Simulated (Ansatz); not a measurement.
# Pt: the cost of one run

Program: Ansatz 0.2.0. Level of theory: DFT PBE, scalar-relativistic, plane waves, PAW, and further levels as typed in the inputs. These are calculated values, not measurements.

### Step 1. The system as given

Symmetry: P-3m1, No. 164, trigonal system. The conventional cell has a = 2.775 Å, b = 2.775 Å, c = 23.797 Å, α = 90.00°, β = 90.00°, γ = 120.00°. Pt (site symmetry 3m) is surrounded by 9 Pt at 2.77 Å. Around Pt (site symmetry 3m) lie 12 Pt at 2.77 Å.

Structure file:

```cif
data_structure
_symmetry_space_group_name_H-M 'P-3m1'
_symmetry_Int_Tables_number 164
_cell_length_a 2.7747
_cell_length_b 2.7747
_cell_length_c 23.7966
_cell_angle_alpha 90.000
_cell_angle_beta 90.000
_cell_angle_gamma 120.000
_cell_volume 158.66
loop_
_atom_site_label
_atom_site_type_symbol
_atom_site_symmetry_multiplicity
_atom_site_Wyckoff_symbol
_atom_site_fract_x
_atom_site_fract_y
_atom_site_fract_z
_atom_site_occupancy
Pt1 Pt 2 c 0.00000 0.00000 0.35719 1
Pt2 Pt 2 d 0.66667 0.33333 0.45240 1
```

### Step 2. Relaxing the atoms: Pt36 slab, no spin

The input, input.yaml:

```yaml
crystal:
  lattice:
    - [8.3240610281, 0.0, 0.0]
    - [4.1620305141, 7.208848313, 0.0]
    - [0.0, 0.0, 23.7965673689]
  atoms:
    - { symbol: Pt, position: [0.0, 0.0, 0.3571943746] }
    - { symbol: Pt, position: [0.3333333333, 0.0, 0.3571943746] }
    - { symbol: Pt, position: [0.6666666667, 0.0, 0.3571943746] }
    - { symbol: Pt, position: [0.0, 0.3333333333, 0.3571943746] }
    - { symbol: Pt, position: [0.3333333333, 0.3333333333, 0.3571943746] }
    - { symbol: Pt, position: [0.6666666667, 0.3333333333, 0.3571943746] }
    - { symbol: Pt, position: [0.0, 0.6666666667, 0.3571943746] }
    - { symbol: Pt, position: [0.3333333333, 0.6666666667, 0.3571943746] }
    - { symbol: Pt, position: [0.6666666667, 0.6666666667, 0.3571943746] }
    - { symbol: Pt, position: [0.1111111111, 0.1111111111, 0.4523981249] }
    - { symbol: Pt, position: [0.4444444444, 0.1111111111, 0.4523981249] }
    - { symbol: Pt, position: [0.7777777778, 0.1111111111, 0.4523981249] }
    - { symbol: Pt, position: [0.1111111111, 0.4444444444, 0.4523981249] }
    - { symbol: Pt, position: [0.4444444444, 0.4444444444, 0.4523981249] }
    - { symbol: Pt, position: [0.7777777778, 0.4444444444, 0.4523981249] }
    - { symbol: Pt, position: [0.1111111111, 0.7777777778, 0.4523981249] }
    - { symbol: Pt, position: [0.4444444444, 0.7777777778, 0.4523981249] }
    - { symbol: Pt, position: [0.7777777778, 0.7777777778, 0.4523981249] }
    - { symbol: Pt, position: [-0.1111111111, 0.2222222222, 0.5476018751] }
    - { symbol: Pt, position: [0.2222222222, 0.2222222222, 0.5476018751] }
    - { symbol: Pt, position: [0.5555555556, 0.2222222222, 0.5476018751] }
    - { symbol: Pt, position: [-0.1111111111, 0.5555555556, 0.5476018751] }
    - { symbol: Pt, position: [0.2222222222, 0.5555555556, 0.5476018751] }
    - { symbol: Pt, position: [0.5555555556, 0.5555555556, 0.5476018751] }
    - { symbol: Pt, position: [-0.1111111111, 0.8888888889, 0.5476018751] }
    - { symbol: Pt, position: [0.2222222222, 0.8888888889, 0.5476018751] }
    - { symbol: Pt, position: [0.5555555556, 0.8888888889, 0.5476018751] }
    - { symbol: Pt, position: [0.0, 0.0, 0.6428056254] }
    - { symbol: Pt, position: [0.3333333333, 0.0, 0.6428056254] }
    - { symbol: Pt, position: [0.6666666667, 0.0, 0.6428056254] }
    - { symbol: Pt, position: [0.0, 0.3333333333, 0.6428056254] }
    - { symbol: Pt, position: [0.3333333333, 0.3333333333, 0.6428056254] }
    - { symbol: Pt, position: [0.6666666667, 0.3333333333, 0.6428056254] }
    - { symbol: Pt, position: [0.0, 0.6666666667, 0.6428056254] }
    - { symbol: Pt, position: [0.3333333333, 0.6666666667, 0.6428056254] }
    - { symbol: Pt, position: [0.6666666667, 0.6666666667, 0.6428056254] }
scf:
  occupations: { method: gaussian, width: 0.1 }
output:
  forces: true
  write_density: true
  write_potential: true
  elf: true
  volumetric_format: npy
hamiltonian:
  xc: pbe
kpoints:
  mp_grid: { grid: [4, 4, 1] }
efield:
  axis: 3
  dipole_correction: true
relax:
  f_tol: 0.01
  max_steps: 80
  constraints:
    - { sites: [0, 1, 2, 3, 4, 5, 6, 7, 8, 9, 10, 11, 12, 13, 14, 15, 16, 17] }
```

The run is started by

```bash
$ ansatz run input.yaml --threads 8 --pin off --max-ram 15360MiB --backend cpu --events-out ev --progress --plain --runs-dir out
```

Q: Estimate wall time and peak memory on 8 threads of Arm Neoverse N1, shared host.

About 5.6 min, with a peak of 10 GiB.
